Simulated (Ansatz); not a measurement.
# Ta: how well frozen cores do

The same cell of Ta is computed with all-electron LAPW, frozen-core PAW and datasets made for this crystal, to set the results side by side.

This is Ta in the fcc structure; at room conditions it is bcc.

Method: DFT PBE, scalar-relativistic, in Ansatz 0.2.0.

**1. The system as given**

It takes space group Fm-3m (No. 225, cubic). Conventional cell: a = 4.220 Å, b = 4.220 Å, c = 4.220 Å, α = 90.00°, β = 90.00°, γ = 90.00°. Ta (site symmetry m-3m) has 12 Ta at 2.98 Å as nearest neighbours.

Coordinates:

```xyz
1
Lattice="0.0000 2.1100 2.1100 2.1100 0.0000 2.1100 2.1100 2.1100 0.0000" Properties=species:S:1:pos:R:3 pbc="T T T"
Ta    0.0000    0.0000    0.0000
```

The cell is a deposited one (Crystallography Open Database entry 1534932); the temperature and pressure of the measurement aren't taken into account, and nothing was relaxed.

**2. All-electron LAPW**

Contents of input.yaml:

```yaml
crystal:
  lattice:
    - [0.0, 2.11, 2.11]
    - [2.11, 0.0, 2.11]
    - [2.11, 2.11, 0.0]
  atoms:
    - { symbol: Ta, position: [0.0, 0.0, 0.0] }
kpoints:
  mp_grid: { grid: [15, 15, 15] }
  band_path:
    path:
      - [0.0, 0.0, 0.0]
      - [0.5, 0.0, 0.5]
      - [0.625, 0.25, 0.625]
      - [0.375, 0.375, 0.75]
      - [0.0, 0.0, 0.0]
      - [0.5, 0.5, 0.5]
      - [0.5, 0.25, 0.75]
      - [0.5, 0.0, 0.5]
    npoints: 8
scf:
  occupations: { method: fermi_dirac, width: 0.08 }
hamiltonian:
  xc: pbe
  pseudopotentials: { kind: all_electron, lapw: { basis_error: 0.0005 } }
output:
  forces: true
  stress: true
  eigenvalues: true
  populations: true
  dos: { projected: true, de: 0.2, e_range: [-14, 8] }
```

Output, shortened:

```text
Ta: projections on atomic orbitals take those of the free atom 1s2 2s2 2p6 3s2 3p6 3d10 4s2 4p6 4d10 4f14 5s2 5p6 5d3 6s2, of charge +0.00 (hamiltonian.pseudopotentials.projection_atoms)
LAPW: plane waves up to 8.155 Å⁻¹, error target 5.0e-4 eV per atom; small_component_spin mean_spin; Ta in spheres of 1.492 Å, 37 of its electrons in bands, Dirac shells []
[...]
Pseudopotentials: kind: all_electron
Pseudopotential: Ta, LAPW, valence charge 37, Koelling and Harmon's equation, gaussian nucleus
Functional definition: PBE
[...]
Crystal: 1 atoms, lattice volume = 18.788 Å³
Basis set: ecut = 253.36270721623788 eV, 169 PW (Γ), exchange–correlation at level 2
Bands: 23, of which v1, the nominal top of the filled ones, is band 19 counted from 1 (18 counted from 0)
Symmetry: 48 space group operations
Space group: Fm-3m (ITA 225), of the structure as read, at distance tolerance 2.7e-5 Å
k-points: 120 of 3375
[...]
SCF iter   1: F=—  HF=-424569.034326 eV  |F-HF|=—  |Δ(HF+E_count)|=         —  Δρ=2.73e-2  dr2=8.30e-2  ethr=2.23e-4  ⟨swp⟩=3.0  Hψ=17425  notcnv=0
[...]
the basis was enlarged: its passes take 173.0 KiB over the memory plan, 1 of 1 planned eigensolver slots
[...]
SCF iter   8: F=-424568.875885 eV  HF=-424568.875885 eV  |F-HF|=2.73e-8  |Δ(HF+E_count)|=   2.38e-7  Δρ=2.10e-5  dr2=8.18e-8  ethr=4.75e-9  ⟨swp⟩=2.0  Hψ=8163  notcnv=0
[...]
NSCF: frozen V_eff on 57 k-points
SCF converged after 8 iterations
Free energy (F): -424568.875885 eV
[...]
E sigma→0 (E₀):  -424568.861849 eV
Entropy (-TS):   -0.028072 eV (-28.072 meV/atom)
Fermi energy:    24.041218 eV
[...]
--- Forces (eV/Å), atoms counted from 1 ---
  atom   1  Ta     0.00000000     0.00000000    -0.00000000
[...]
--- Stress (GPa, compression-positive) ---
        0.568964      -0.000000       0.000000
       -0.000000       0.568964       0.000000
        0.000000       0.000000       0.568964
  P = ⅓ Tr σ = 0.5690 GPa (5.690 kbar)
--- Band table (eV; the first three rows and the last of 120) ---
  k-point 0: bands = ["-192.4349", "-192.4349", "-192.4145", "-192.4145", "-192.4145", "-43.5427", "-9.5478", "-9.5478", "-9.5478", "4.6743", "4.6743", "4.6743", "4.6765", "4.7359", "4.7359", "4.7359", "15.9261", "24.4848", "24.4848", "24.4848", "27.4840", "27.4840", "36.1554"]
[...]
--- Löwdin populations: 1 site ---
  site symbol       q [e]
     0     Ta     72.8972
  spilling = 0.001408 (of n_electrons = 73.000000)
```

It took 18 s on 1 thread, shared host.

This run gives: pressure 0.57 GPa; no gap.

At the corners of the path (eV, zero at the Fermi level):

```csv
point,band 15,band 16,band 17,band 18,band 19,band 20,band 21
Γ,-19.31,-19.31,-8.12,0.44,0.44,0.44,3.44
X,-19.34,-19.31,-4.39,-3.34,2.88,5.77,6.46
U,-19.33,-19.31,-3.29,-2.34,0.44,3.39,5.39
K,-19.33,-19.31,-3.29,-2.34,0.44,3.39,5.39
Γ,-19.31,-19.31,-8.12,0.44,0.44,0.44,3.44
L,-19.32,-19.30,-4.61,0.22,0.22,0.68,5.78
W,-19.34,-19.31,-2.76,-1.16,-1.16,1.97,6.48
X,-19.34,-19.31,-4.39,-3.34,2.88,5.77,6.46
```

States per cell in windows of 1 eV (zero at the Fermi level; grid of 0.20 eV, so sharp peaks spill over the borders):

| from | to | total | Ta 5d | Ta 6s |
| --- | --- | --- | --- | --- |
| -9 | -8 | 0.00 | 0.00 | 0.00 |
| -8 | -7 | 0.04 | 0.00 | 0.04 |
| -7 | -6 | 0.10 | 0.01 | 0.09 |
| -6 | -5 | 0.17 | 0.03 | 0.13 |
| -5 | -4 | 0.47 | 0.24 | 0.21 |
| -4 | -3 | 0.82 | 0.63 | 0.17 |
| -3 | -2 | 0.86 | 0.79 | 0.05 |
| -2 | -1 | 1.03 | 0.97 | 0.03 |
| -1 | 0 | 1.40 | 1.22 | 0.10 |
| 0 | 1 | 1.18 | 1.02 | 0.08 |
| 1 | 2 | 0.86 | 0.81 | 0.02 |
| 2 | 3 | 0.97 | 0.90 | 0.03 |
| 3 | 4 | 0.69 | 0.65 | 0.02 |
| 4 | 5 | 0.76 | 0.70 | 0.03 |

**3. Frozen-core PAW**

Edit input.yaml of step 2 so:

```diff
@@ -24,3 +24,3 @@
   xc: pbe
-  pseudopotentials: { kind: all_electron, lapw: { basis_error: 0.0005 } }
+  pseudopotentials: { kind: paw }
 output:
@@ -29,3 +29,5 @@
   eigenvalues: true
+  efg: { contact_densities: true }
   populations: true
+  bader: true
   dos: { projected: true, de: 0.2, e_range: [-14, 8] }
```

Output, shortened:

```text
Ta: output.efg is read without spin–orbit coupling, which moves field gradients at and beside such atoms by some per cent and up to a factor of two; PAW files take it under magnetization.noncollinear and magnetization.spin_orbit
[...]
Pseudopotentials: kind: paw
Pseudopotential: Ta, paw, valence charge 13, recommended cutoff 420 eV (normal)
Functional definition: PBE
[...]
Crystal: 1 atoms, lattice volume = 18.788 Å³
Basis set: ecut = 420 eV, 339 PW (Γ), exchange–correlation on 40×40×40 points (8 copies of the dense FFT grid, shifted against one another)
Bands: 11, of which v1, the nominal top of the filled ones, is band 7 counted from 1 (6 counted from 0)
Symmetry: 48 space group operations
Space group: Fm-3m (ITA 225), of the structure as read, at distance tolerance 2.7e-5 Å
k-points: 120 of 3375
[...]
  atom   1  Ta     0.00000000     0.00000000     0.00000000
[...]
--- Stress (GPa, compression-positive) ---
        0.555573       0.000000       0.000000
        0.000000       0.555573       0.000000
        0.000000      -0.000000       0.555573
  P = ⅓ Tr σ = 0.5556 GPa (5.556 kbar)
--- PAW observables at the nuclei: V_zz in 10²¹ V/m², potentials from the cell's mean, atoms counted from 1 ---
  atom   1  Ta V_zz =    -0.000000   η = 0.0000   by run symmetry: forbidden
            electrostatic potential = -14500.356147 V   contact ρ = 8154567.828494 e/Å³
--- Band table (eV; the first three rows and the last of 120) ---
  k-point 0: bands = ["-49.4401", "-15.4458", "-15.4458", "-15.4458", "10.0201", "18.5793", "18.5793", "18.5793", "21.5796", "21.5796", "30.2732"]
[...]
--- Löwdin populations: 1 site ---
  site symbol       q [e]
     0     Ta     12.8877
  spilling = 0.008635 (of n_electrons = 13.000000)
--- Bader charges: 1 site ---
  site symbol  charge [e]  shift [e]
     0     Ta      0.0000     0.0000
  estimated error of the sums over rays = 7.3e-7 e
```

Run time: 7.5 s. Hardware: 1 thread, shared host.

This run gives: pressure 0.56 GPa; no gap.

**4. Datasets made for this crystal**

Edit input.yaml of step 3 so:

```diff
@@ -24,3 +24,3 @@
   xc: pbe
-  pseudopotentials: { kind: paw }
+  pseudopotentials: { kind: all_electron, datasets: crystal }
 output:
@@ -30,4 +30 @@
   efg: { contact_densities: true }
-  populations: true
-  bader: true
-  dos: { projected: true, de: 0.2, e_range: [-14, 8] }
```

Output, shortened:

```text
[...]
Ta: output.efg is read without spin–orbit coupling, which moves field gradients at and beside such atoms by some per cent and up to a factor of two; PAW files take it under magnetization.noncollinear and magnetization.spin_orbit
[...]
Pseudopotentials: kind: all_electron
Pseudopotential: Ta, paw, valence charge 27, recommended cutoff 240 eV (normal), Koelling and Harmon's equation, gaussian nucleus
Functional definition: PBE
[...]
Crystal: 1 atoms, lattice volume = 18.788 Å³
Basis set: ecut = 240 eV, 169 PW (Γ), exchange–correlation on 32×32×32 points (8 copies of the dense FFT grid, shifted against one another)
Bands: 11, of which v1, the nominal top of the filled ones, is band 7 counted from 1 (6 counted from 0)
Symmetry: 48 space group operations
Space group: Fm-3m (ITA 225), of the structure as read, at distance tolerance 2.7e-5 Å
k-points: 120 of 3375
[...]
Fermi energy:    24.041212 eV
[...]
  The terms above E_closure are by the made datasets' own strengths, without shells solved beside the bands.
--- Forces (eV/Å), atoms counted from 1 ---
  atom   1  Ta     0.00000000     0.00000000    -0.00000000
[...]
--- Stress (GPa, compression-positive) ---
        0.568231       0.000000       0.000000
        0.000000       0.568231       0.000000
        0.000000      -0.000000       0.568231
  P = ⅓ Tr σ = 0.5682 GPa (5.682 kbar)
  It holds what live shells' own plane waves past their cutoff add
--- PAW observables at the nuclei: V_zz in 10²¹ V/m², potentials from the cell's mean, atoms counted from 1 ---
  atom   1  Ta V_zz =    -0.000000   η = 0.0000   by run symmetry: forbidden
            electrostatic potential = -14500.294637 V   contact ρ = 8150708.638158 e/Å³
--- Band table (eV; the first three rows and the last of 120) ---
  k-point 0: bands = ["-43.5427", "-9.5478", "-9.5478", "-9.5478", "15.9262", "24.4848", "24.4848", "24.4848", "27.4841"]
[...]
```

Wall time 16 s (1 thread, shared host).

In short: pressure 0.57 GPa; no gap.

| atom | contact density (e/Å³) |
| --- | --- |
| Ta | 8150709 |

**5. The methods compared**

```
          method  pressure (GPa)  SCF cycles, all passes
            LAPW            0.57                       8
             PAW            0.56                       6
crystal datasets            0.57                       7
```

**6. Summary of results**

```
  quantity                                           value
  pressure  LAPW 0.57, PAW 0.56, crystal datasets 0.57 GPa
gap (LAPW)                                            none
```

**Reading.** At this geometry the cell is under compression of 0.6 GPa, so it would expand if let go. With 37 electrons in the bands of a cell, and no spin, a band must be partly filled: it is a metal at this level. Ta 5d carries the largest share, 90 %, of the projected states within 0.3 eV of the Fermi level. The projection holds only the free atom's occupied shells (Ta 6s, Ta 5d in this range). In pressure, PAW differs from LAPW by -0.01 GPa. The price, with the outputs that each input asks for: 18 s for LAPW against 7.5 s for PAW, about 2.5 to one. Spin-orbit coupling is left out, though the cell holds Ta; in elements this heavy it can shift bands and gaps by tenths of an eV.
